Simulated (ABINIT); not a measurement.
MgB2:

```
Mg B
1.0
     3.08500    0.00000    0.00000
    -1.54250    2.67169    0.00000
     0.00000    0.00000    3.52300
Mg B
1 2
Direct
  0.00000 0.00000 0.00000
  0.66667 0.33333 0.50000
  0.33333 0.66667 0.50000
```

Program: ABINIT 10.8.3 (patched build). Alike in all runs: no spin polarisation; cell as given; smearing fermi-dirac 0.05 eV. Hardware: 1 thread of INTEL(R) XEON(R) PLATINUM 8581C CPU @ 2.30GHz (Emerald Rapids) (shared host).

Problem. Order these runs on this cell by their wall time, lowest first.
A. task band structure; level LDA; potentials or basis PseudoDojo NC SR LDA v0.4.1 standard; k mesh 10 × 10 × 8; cutoff (eV) 1143
B. task single point; level PBE; potentials or basis JTH PAW PBE v2.0; k mesh 8 × 8 × 6; cutoff (eV) 408; fine-grid cutoff 816.342 eV
C. task band structure; level SOGGA; potentials or basis JTH PAW PBE v2.0; k mesh 10 × 10 × 8; cutoff (eV) 408; fine-grid cutoff 816.342 eV

Solution. B (6.2 s), C (19 s), A (54 s).

Caveats: the atomic spheres overlap (some runs).
